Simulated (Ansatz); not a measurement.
The cell comes from COD entry 5000222, which wasn't checked; take it as a given geometry.

CaF₂: DFT, LDA, all-electron LAPW, scalar-relativistic (Ansatz 0.2.0).

Command: `ansatz run input.yaml --threads 1 --pin off --max-ram 4096MiB --backend cpu --events-out ev --progress --plain --runs-dir out` The run took 19 s on 1 thread of Arm Neoverse V2, with other jobs on the host, peak memory 0.34 GiB.

```yaml
crystal:
  lattice:
    - [0.0, 2.73125, 2.73125]
    - [2.73125, 0.0, 2.73125]
    - [2.73125, 2.73125, 0.0]
  atoms:
    - { symbol: Ca, position: [0.0, 0.0, 0.0] }
    - { symbol: F, position: [0.25, 0.25, 0.25] }
    - { symbol: F, position: [0.75, 0.75, 0.75] }
kpoints:
  mp_grid: { grid: [10, 10, 10] }
  band_path:
    path:
      - [0.0, 0.0, 0.0]
      - [0.5, 0.0, 0.5]
      - [0.625, 0.25, 0.625]
      - [0.375, 0.375, 0.75]
      - [0.0, 0.0, 0.0]
      - [0.5, 0.5, 0.5]
      - [0.5, 0.25, 0.75]
      - [0.5, 0.0, 0.5]
    npoints: 14
scf:
  occupations: { method: fermi_dirac, width: 0.03 }
hamiltonian:
  xc: lda
  pseudopotentials: { kind: all_electron, lapw: { basis_error: 0.0005 } }
output:
  forces: true
  stress: true
  eigenvalues: true
  populations: true
  dos: { projected: true, de: 0.2, e_range: [-14, 8] }
```

Output:

```
Ca: projections on atomic orbitals take those of the free atom 1s2 2s2 2p6 3s2 3p6 4s2, of charge +0.00 (hamiltonian.pseudopotentials.projection_atoms)
F: projections on atomic orbitals take those of the free atom 1s2 2s2 2p5, of charge +0.00 (hamiltonian.pseudopotentials.projection_atoms)
LAPW: plane waves up to 8.582 Å⁻¹, error target 5.0e-4 eV per atom; small_component_spin mean_spin; F in spheres of 1.159 Å, 7 of its electrons in bands, Dirac shells []; Ca in spheres of 1.206 Å, 18 of its electrons in bands, Dirac shells []
Engine: ansatz 0.2.0
Pseudopotentials: kind: all_electron
Pseudopotential: Ca, LAPW, valence charge 18, Koelling and Harmon's equation, gaussian nucleus
Pseudopotential: F, LAPW, valence charge 7, Koelling and Harmon's equation, gaussian nucleus
Functional definition: SPW92
  exchange = slater_x
  correlation = pw_c
Crystal: 3 atoms, lattice volume = 40.749 Å³
Basis set: ecut = 280.6389685481559 eV, 411 PW (Γ), exchange–correlation at level 2
Bands: 20, of which v1, the nominal top of the filled ones, is band 16 counted from 1 (15 counted from 0)
Symmetry: 48 space group operations
Space group: Fm-3m (ITA 225), of the structure as read, at distance tolerance 3.4e-5 Å
k-points: 47 of 1000
Non-local potential: Ca, projectors of the file, none
Non-local potential: F, projectors of the file, none
Initial density: superposition of atomic densities (chi_scale 0.1, normalization cell, long waves kept (reshape's long-wave potential 0.00 eV rms))
Initial wavefunctions: plane waves of lowest kinetic energy (no species holds an atomic orbital)
Functional: x = slater, c = lda
iter 1 solved again at ethr=3.21e-3 eV; its pass at ethr=1.00e-1 eV (dr2=1.03e0 eV) is discarded
SCF iter   1: F=—  HF=-23886.465620 eV  |F-HF|=—  |Δ(HF+E_count)|=         —  Δρ=4.60e-2  dr2=1.03e0  ethr=3.21e-3  ⟨swp⟩=2.0  Hψ=6107  notcnv=0
preconditioner: auto → none  [insulator: Δε(μ)=8.789 eV  Ē_g=19.471 eV  σ=0.030 eV  W_gap=1.00  n_scr=14 (ndim 8)  ℏωp=27.3 eV  f_vac=0.000  D(μ)=0.00/eV (n_scr^D=0)  ε∞_Penn≈3.0]
iter 2 solved again at ethr=1.53e-4 eV; its pass at ethr=3.21e-3 eV (dr2=4.90e-2 eV) is discarded
SCF iter   2: F=—  HF=-23885.532104 eV  |F-HF|=—  |Δ(HF+E_count)|=   9.34e-1  Δρ=8.93e-3  dr2=4.91e-2  ethr=1.53e-4  ⟨swp⟩=2.0  Hψ=5381  notcnv=0
SCF iter   3: F=—  HF=-23885.256493 eV  |F-HF|=—  |Δ(HF+E_count)|=   2.76e-1  Δρ=1.01e-2  dr2=5.41e-2  ethr=1.53e-4  ⟨swp⟩=3.0  Hψ=3483  notcnv=0
SCF iter   4: F=—  HF=-23885.244576 eV  |F-HF|=—  |Δ(HF+E_count)|=   1.19e-2  Δρ=7.58e-4  dr2=3.92e-4  ethr=1.53e-4  ⟨swp⟩=2.0  Hψ=2978  notcnv=0
SCF iter   5: F=—  HF=-23885.244314 eV  |F-HF|=—  |Δ(HF+E_count)|=   2.62e-4  Δρ=2.76e-4  dr2=4.41e-5  ethr=1.22e-6  ⟨swp⟩=2.0  Hψ=2867  notcnv=0
SCF iter   6: F=—  HF=-23885.244265 eV  |F-HF|=—  |Δ(HF+E_count)|=   4.86e-5  Δρ=1.15e-4  dr2=7.05e-6  ethr=1.38e-7  ⟨swp⟩=3.0  Hψ=3038  notcnv=0
SCF iter   7: F=—  HF=-23885.244259 eV  |F-HF|=—  |Δ(HF+E_count)|=   6.39e-6  Δρ=2.95e-5  dr2=4.67e-7  ethr=2.20e-8  ⟨swp⟩=2.0  Hψ=2867  notcnv=0
SCF iter   8: F=-23885.244258 eV  HF=-23885.244258 eV  |F-HF|=1.19e-8  |Δ(HF+E_count)|=   4.06e-7  Δρ=3.11e-6  dr2=5.19e-9  ethr=1.46e-9  ⟨swp⟩=2.1  Hψ=2876  notcnv=0
SCF 1 converged in 8 iterations: F = -23885.244258 eV  dr2 = 5.19e-9
NSCF: frozen V_eff on 99 k-points
SCF converged after 8 iterations
Free energy (F): -23885.244258 eV
Harris-Foulkes:  -23885.244258 eV  (|F-HF|=1.19e-8)
Internal energy: -23885.244258 eV  (E = F + TS)
E sigma→0 (E₀):  -23885.244258 eV
Fermi energy:    6.697460 eV
--- Per-component energies (eV) ---
  E_band       = -2900.559113
  E_kinetic    = 23998.835970
  E_xc         = -1477.178792
  E_electrostatic = -46406.901436  (all electrons and nuclei)
  E_smearing   = -0.000000  (= −TS)
  E_closure    = 0.000000  (closes the sum)
  E_atoms      = -23866.238824  (free atoms, spherical and without spin; not in F)
  Σ components = -23885.244258   (vs F -23885.244258, Δ=0.00e0)
  Basis errors (estimates in eV, not in F): energy 1.8e-4 per atom: plane waves 1.6e-4 (8.9e-5 summed), levels above the bands 5.4e-107, relativity 4.8e-9, radial functions 2.0e-5, core shells 6.8e-9; eigenvalues (radial functions only) 1.5e-6; not estimated: angular momenta, meshes, grids; target (lapw.basis_error) 5.0e-4; muffin-tin radii F 1.159 Å, Ca 1.206 Å
--- Forces (eV/Å), atoms counted from 1 ---
  atom   1  Ca     0.00000000     0.00000000    -0.00000000
  atom   2  F      0.00000000     0.00000000     0.00000000
  atom   3  F      0.00000000     0.00000000     0.00000000
  max |Σ_I F_I| component: 6.94e-18 eV/Å
--- Stress (GPa, compression-positive) ---
       -6.462549       0.000000       0.000000
        0.000000      -6.462549      -0.000000
        0.000000      -0.000000      -6.462549
  P = ⅓ Tr σ = -6.4625 GPa (-64.625 kbar)
--- Band table (eV; the first three rows and the last of 47) ---
  k-point 0: bands = ["-398.2890", "-319.7425", "-319.7425", "-319.7425", "-32.3077", "-16.3411", "-15.5267", "-13.4910", "-13.4910", "-13.4910", "1.0410", "1.0410", "1.0410", "2.9433", "2.9433", "2.9433", "10.1140", "12.2494", "12.2494", "14.4019"]
  k-point 1: bands = ["-398.2890", "-319.7425", "-319.7425", "-319.7425", "-32.3043", "-16.3722", "-15.5531", "-13.4954", "-13.4954", "-13.4415", "1.0876", "1.0876", "1.1268", "2.8173", "2.8954", "2.8954", "10.3803", "12.2710", "12.2710", "14.2987"]
  k-point 2: bands = ["-398.2890", "-319.7425", "-319.7425", "-319.7425", "-32.2952", "-16.4373", "-15.6409", "-13.5067", "-13.5067", "-13.3075", "1.2161", "1.2161", "1.3482", "2.5216", "2.7664", "2.7664", "11.0471", "12.3273", "12.3273", "14.0819"]
  k-point 46: bands = ["-398.2890", "-319.7425", "-319.7425", "-319.7425", "-32.2592", "-16.4693", "-16.2106", "-13.6065", "-13.2489", "-12.9976", "0.7683", "1.1329", "1.9416", "2.3440", "2.9057", "3.1233", "11.3796", "12.8954", "12.9027", "13.2476"]
--- Löwdin populations: 3 sites ---
  site symbol       q [e]
     0     Ca     18.2819
     1      F      9.7491
     2      F      9.7491
  spilling = 0.005789 (of n_electrons = 38.000000)
```

populations.tsv:

```
# site	symbol	l	j	q
# orbitals = lowdin
# n_electrons = 38.000000
# spilling = 0.005789
# projection_atom_Ca: 1s2 2s2 2p6 3s2 3p6 4s2
# projection_atom_F: 1s2 2s2 2p5
0	Ca	0_1S	-	1.999987
0	Ca	0_2S	-	1.999440
0	Ca	0_3S	-	1.984013
0	Ca	0_4S	-	0.306594
0	Ca	1_2P	-	5.999966
0	Ca	1_3P	-	5.991886
1	F	0_1S	-	1.999502
1	F	0_2S	-	1.929287
1	F	1_2P	-	5.820281
2	F	0_1S	-	1.999502
2	F	0_2S	-	1.929287
2	F	1_2P	-	5.820281
```
